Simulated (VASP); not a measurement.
# GaN (F-43m) in VASP: a series of runs

The runs below take GaN through relaxation of cell and atoms, with PBEsol, LDA, PBE.

All numbers are computed with VASP 6.6.1; they aren't measurements. Logs are shortened: lines on timing, memory, paths and dates and some standing lists are left out, and cuts for length are marked.

**1. The crystal as given**

It takes space group F-43m (No. 216, cubic). Conventional cell: a = 4.507 Å, b = 4.507 Å, c = 4.507 Å, α = 90.00°, β = 90.00°, γ = 90.00°. Around Ga (site symmetry -43m) lie 4 N at 1.95 Å. Around N (site symmetry -43m) lie 4 Ga at 1.95 Å.

The cell is a database's computed one.

**2. Relaxation of cell and atoms, PBEsol**

Input file INCAR:

```
SYSTEM = GaN
PREC     = Accurate       ! precision mode
ENCUT    = 600            ! plane-wave cutoff, eV
EDIFF    = 1E-7           ! SCF threshold, eV
ISMEAR   = 0              ! smearing method
SIGMA    = 0.02           ! smearing width, eV
LREAL    = .False.        ! projectors in reciprocal space
LASPH    = .True.         ! aspherical terms in the spheres
NELM     = 60             ! most SCF steps
ALGO     = Normal         ! electronic algorithm
ISIF     = 3              ! what is computed and relaxed
LWAVE    = .False.        ! write WAVECAR
LCHARG   = .False.        ! write CHGCAR
GGA      = PS             ! functional
IBRION   = 2              ! ionic algorithm
NSW      = 90             ! ionic steps
EDIFFG   = -0.005         ! ionic threshold
```

Input file KPOINTS:

```
regular mesh
0
Gamma
  10 10 10
  0 0 0
```

Input file POSCAR:

```
GaN
1.0
    0.0000000000      2.2535006100      2.2535006100
    2.2535006100      0.0000000000      2.2535006100
    2.2535006100      2.2535006100      0.0000000000
Ga N
1 1
Direct
    0.0000000000      0.0000000000      0.0000000000
    0.2500000000      0.2500000000      0.2500000000
```

Potentials or basis: VASP PAW PBE potentials, release 64 (Ga_d, N).

On the command line:

```console
> cat potpaw_PBE.64/Ga_d/POTCAR potpaw_PBE.64/N/POTCAR > POTCAR
> mpirun -np 1 vasp_std > vasp.out
```

OUTCAR:

```text
SYSTEM = GaN
   PREC = Accurate
   ENCUT = 600
   EDIFF = 1E-7
   ISMEAR = 0
   LREAL = .False.
   LASPH = .True.
   NELM = 60
   ISIF = 3
   GGA = PS
   IBRION = 2
   NSW = 90
   EDIFFG = -0.005

 ion  position               nearest neighbor table
   1  0.000  0.000  0.000-   2 1.95   2 1.95   2 1.95   2 1.95
   2  0.250  0.250  0.250-   1 1.95   1 1.95   1 1.95   1 1.95

  LATTYP: Found a face centered cubic cell.
 ALAT       =     4.5070012200

  Lattice vectors:

 A1 = (   0.0000000000,   2.2535006100,   2.2535006100)
 A2 = (   2.2535006100,   0.0000000000,   2.2535006100)
 A3 = (   2.2535006100,   2.2535006100,   0.0000000000)

Analysis of symmetry for initial positions (statically):
=====================================================================
 Subroutine PRICEL returns:
 Original cell was already a primitive cell.

 Routine SETGRP: Setting up the symmetry group for a
 face centered cubic supercell.

 Subroutine GETGRP returns: Found 24 space group operations
 (whereof 24 operations were pure point group operations)
 out of a pool of 48 trial point group operations.

The static configuration has the point symmetry T_d .

Analysis of symmetry for dynamics (positions and initial velocities):
=====================================================================
 Subroutine PRICEL returns:
 Original cell was already a primitive cell.

 Routine SETGRP: Setting up the symmetry group for a
 face centered cubic supercell.

 Subroutine GETGRP returns: Found 24 space group operations
 (whereof 24 operations were pure point group operations)
 out of a pool of 48 trial point group operations.

The dynamic configuration has the point symmetry T_d .

 Subroutine INISYM returns: Found 24 space group operations
 (whereof 24 operations are pure point group operations),
 and found     1 'primitive' translations

----------------------------------------------------------------------------------------

                                     Primitive cell

  volume of cell :      22.8877

  direct lattice vectors                    reciprocal lattice vectors
     0.000000000  2.253500610  2.253500610    -0.221877020  0.221877020  0.221877020
     2.253500610  0.000000000  2.253500610     0.221877020 -0.221877020  0.221877020
     2.253500610  2.253500610  0.000000000     0.221877020  0.221877020 -0.221877020

  length of vectors
     3.186931125  3.186931125  3.186931125     0.384302272  0.384302272  0.384302272

  position of ions in fractional coordinates (direct lattice)
     0.000000000  0.000000000  0.000000000
     0.250000000  0.250000000  0.250000000

  ion indices of the primitive-cell ions
   primitive index   ion index
                 1           1
                 2           2

----------------------------------------------------------------------------------------

 KPOINTS: regular mesh

Automatic generation of k-mesh.
 Grid dimensions read from file:
 generate k-points for:   10   10   10

 Generating k-lattice:

  Cartesian coordinates                     Fractional coordinates (reciprocal lattice)
    -0.022187702  0.022187702  0.022187702     0.100000000  0.000000000  0.000000000
     0.022187702 -0.022187702  0.022187702     0.000000000  0.100000000  0.000000000
     0.022187702  0.022187702 -0.022187702     0.000000000  0.000000000  0.100000000

  Length of vectors
     0.038430227  0.038430227  0.038430227

  Shift w.r.t. Gamma in fractional coordinates (k-lattice)
     0.000000000  0.000000000  0.000000000

 Subroutine IBZKPT returns following result:
 ===========================================

 Found     47 irreducible k-points:

 Following reciprocal coordinates:
            Coordinates               Weight
  0.000000  0.000000  0.000000      1.000000
  0.100000  0.000000  0.000000      8.000000
  0.200000  0.000000  0.000000      8.000000
  0.300000  0.000000  0.000000      8.000000
  0.400000  0.000000  0.000000      8.000000
  0.500000  0.000000  0.000000      4.000000
[... 16 lines left out ...]
  0.300000  0.300000  0.000000      6.000000
  0.400000  0.300000  0.000000     24.000000
 [... further k-points ...]
   k-points           NKPTS =     47   k-points in BZ     NKDIM =     47   number of bands    NBANDS=     13
   number of dos      NEDOS =    301   number of ions     NIONS =      2
   total plane-waves  NPLWV =  21952
   dimension x,y,z NGX =    28 NGY =   28 NGZ =   28
   dimension x,y,z NGXF=    56 NGYF=   56 NGZF=   56
   ions per type =               1   1
   NGX,Y,Z   is equivalent  to a cutoff of  14.61, 14.61, 14.61 a.u.
   NGXF,Y,Z  is equivalent  to a cutoff of  29.21, 29.21, 29.21 a.u.
 SYSTEM =  GaN
   PREC   = accura    normal or accurate (medium, high low for compatibility)
   ISTART =      0    job   : 0-new  1-cont  2-samecut
   ICHARG =      2    charge: 1-file 2-atom 10-const
   ISPIN  =      1    spin polarized calculation?
   LNONCOLLINEAR =      F non collinear calculations
   LSORBIT =      F    spin-orbit coupling
   LASPH  =      T    aspherical Exc in radial PAW
   ENCUT  =  600.0 eV  44.10 Ry    6.64 a.u.   6.37  6.37  6.37*2*pi/ulx,y,z
   NELM   =     60;   NELMIN=  2; NELMDL= -5     # of ELM steps
   EDIFF  = 0.1E-06   stopping-criterion for ELM
   LREAL  =      F    real-space projection
   EDIFFG = -.5E-02   stopping-criterion for IOM
   NSW    =     90    number of steps for IOM
   IBRION =      2    ionic relax: 0-MD 1-quasi-New 2-CG
   NFREE  =      1    steps in history (QN), initial steepest desc. (CG)
   ISIF   =      3    stress and relaxation
   ISYM   =      2    0-nonsym 1-usesym 2-fastsym
   POTIM  = 0.5000    time-step for ionic-motion
   TEBEG  =    0.0;   TEEND  =   0.0 temperature during run
   PSTRESS=    0.0 pullay stress
   NELECT =      18.0000    total number of electrons
   NUPDOWN=      -1.0000    fix difference up-down
   EMIN   =  10.00;   EMAX   =-10.00  energy-range for DOS
   EFERMI =   0.00;   METHOD = LEGACY
   ISMEAR =     0;   SIGMA  =   0.02  broadening in eV -4-tet -1-fermi 0-gaus
   EFERMI_NEDOS =   21; number of points for ismear=-14 and -15
   IALGO  =     38    algorithm
   IMIX   =      4    mixing-type and parameters
     AMIX     =   0.40;   BMIX     =  1.00
     AMIX_MAG =   1.60;   BMIX_MAG =  1.00
  volume/ion in A,a.u.               =      11.44        77.23
  Fermi-wavevector in a.u.,A,eV,Ry     =   1.511117  2.855596 31.068543  2.283473
  Thomas-Fermi vector in A             =   2.621216
   LORBIT       =      0    0 simple, 1 ext, 2 COOP (PROOUT), +10 PAW based schemes
   GGA     = PS    functional components
   LHFCALC =     F    Hartree Fock is set to
   AEXX    =    0.0000 exact exchange contribution
   IVDW    =     0    specifies the selected vdW correction
   LEPSILON=     F    determine dielectric tensor
   LRPA    =     F    only Hartree local field effects (RPA)
 conjugate gradient relaxation of ions
 non-spin polarized calculation
 Gauss-broadening in eV      SIGMA  =   0.02
  energy-cutoff  :      600.00
  volume of cell :       22.89
 maximum number of plane-waves:       785
 NGX is ok and might be reduce to    28
   NGX = 13   NGY = 13   NGZ = 13

--------------------------------------- Ionic step        1  -------------------------------------------

 number of electron      18.0000005 magnetization

 Free energy of the ion-electron system (eV)
  ---------------------------------------------------
  ext. energy  EPLUGINS =         0.00000000
  ---------------------------------------------------
  free energy    TOTEN  =       -13.12373634 eV

  energy without entropy =      -13.12373634  energy(sigma->0) =      -13.12373634

------------------------ aborting loop because EDIFF is reached ----------------------------------------

  FORCE on cell =-STRESS in cart. coord.  units (eV):
  Direction    XX          YY          ZZ          XY          YZ          ZX
  --------------------------------------------------------------------------------------
  -------------------------------------------------------------------------------------
  Total       -0.2141938     -0.2141938     -0.2141938     -0.0000000     -0.0000000     -0.0000000
  in kB      -14.9938933    -14.9938933    -14.9938933     -0.0000000     -0.0000000     -0.0000000
  external PRESSURE =     -14.9938933 kB  Pullay stress =       0.0000000 kB
[... 129 lines left out ...]
  energy  without entropy=      -13.1245750013  energy(sigma->0) =      -13.12457500

--------------------------------------- Ionic step        5  -------------------------------------------

 number of electron      18.0000004 magnetization

 Free energy of the ion-electron system (eV)
  ---------------------------------------------------
  ext. energy  EPLUGINS =         0.00000000
  ---------------------------------------------------
  free energy    TOTEN  =       -13.12458084 eV

  energy without entropy =      -13.12458084  energy(sigma->0) =      -13.12458084

 E-fermi :   5.3339     XC(G=0): -11.9469

 val. band max:        5.2405722778   @ k =   0.0000   0.0000   0.0000
 cond. band min:       6.9770077250   @ k =   0.0000   0.0000   0.0000
 fundamental gap:      1.7364354471
 Fermi energy:         5.3339416885

 k-point     1 :       0.0000    0.0000    0.0000
  band No.  band energies     occupation
      1     -10.7642      2.00000
      2      -8.1706      2.00000
      3      -8.1706      2.00000
      4      -8.1706      2.00000
      5      -7.8369      2.00000
      6      -7.8369      2.00000
      7       5.2406      2.00000
      8       5.2406      2.00000
      9       5.2406      2.00000
     10       6.9770      0.00000
     11      15.4954      0.00000
     12      15.4954      0.00000
     13      15.4954      0.00000
[... 353 lines left out ...]
 k-point    24 :       0.4000    0.3000    0.0000
  band No.  band energies     occupation
      1      -9.7263      2.00000
      2      -8.0402      2.00000
      3      -7.9379      2.00000
      4      -7.9370      2.00000
      5      -7.7742      2.00000
      6      -6.9322      2.00000
      7       0.1682      2.00000
      8       2.7091      2.00000
      9       3.0412      2.00000
     10       9.5999      0.00000
     11      12.3770      0.00000
     12      15.9516      0.00000
     13      18.0876      0.00000

 [... further k-points ...]
[... 5 lines left out ...]
  --------------------------------------------------------------------------------------
  -------------------------------------------------------------------------------------
  Total        0.0083236      0.0083236      0.0083236      0.0000000      0.0000000      0.0000000
  in kB        0.5875442      0.5875442      0.5875442      0.0000000      0.0000000      0.0000000
  external PRESSURE =       0.5875442 kB  Pullay stress =       0.0000000 kB
[... 17 lines left out ...]
  FREE ENERGIE OF THE ION-ELECTRON SYSTEM (eV)
  ---------------------------------------------------
  free  energy   TOTEN  =       -13.1245808417 eV

  energy  without entropy=      -13.1245808417  energy(sigma->0) =      -13.12458084

 reached required accuracy - stopping structural energy minimisation
```

Wall time 29 s (1 thread of Intel Xeon 6975P-C (Granite Rapids), shared host); peak memory 0.17 GiB.

Results:

```yaml
Free_energy: -13.1246 eV
Relaxed_volume: 11.35 Å³/atom
Relaxed_cell: a = 3.178 Å, b = 3.178 Å, c = 3.178 Å, α = 60.00°, β = 60.00°, γ = 60.00°
Space_group_after_relaxing_to_0.05_Å: F-43m (No. 216)
Energy_gained_by_relaxing: 0.4 meV/atom
Ionic_steps: 5
Pressure_after_relaxing: 0.1 GPa
Band_gap_on_the_k_mesh: 1.74 eV, direct
```

Step by step:
| step | energy change (eV) | largest force (eV/Å) | pressure (GPa) | volume (Å³) |
| --- | --- | --- | --- | --- |
| 1 | 0.0000 | 0.0000 | -1.50 | 22.89 |
| 2 | -0.0001 | 0.0000 | 1.44 | 22.53 |
| 3 | -0.0008 | 0.0000 | -0.17 | 22.71 |
| 4 | -0.0008 | 0.0000 | 0.17 | 22.69 |
| 5 | -0.0008 | 0.0000 | 0.06 | 22.70 |

Final structure:
```xyz
2
Lattice="0.0000 2.2472 2.2472 2.2472 0.0000 2.2472 2.2472 2.2472 0.0000" Properties=species:S:1:pos:R:3 pbc="T T T"
Ga    0.0000    0.0000    0.0000
N     1.1236    1.1236    1.1236
```

Levels at points of the mesh, in eV from the valence-band top:
| k point | band 5 | band 6 | band 7 | band 8 | band 9 | band 10 | band 11 | band 12 | band 13 |
| --- | --- | --- | --- | --- | --- | --- | --- | --- | --- |
| (0.00, 0.00, 0.00) | -13.08 | -13.08 | 0.00 | 0.00 | 0.00 | 1.74 | 10.25 | 10.25 | 10.25 |
| (0.50, 0.00, 0.00) | -13.03 | -11.83 | -7.17 | -0.99 | -0.99 | 4.62 | 8.67 | 10.31 | 10.31 |
| (0.50, 0.50, 0.00) | -13.00 | -11.40 | -6.21 | -2.76 | -2.76 | 3.23 | 6.61 | 11.63 | 13.97 |

Caveat: the PAW data sets were made with another functional, which shifts forces and pressure a little. PBEsol gaps usually lie below the measured ones, often by a third to a half.

[end of part 1 of 2]
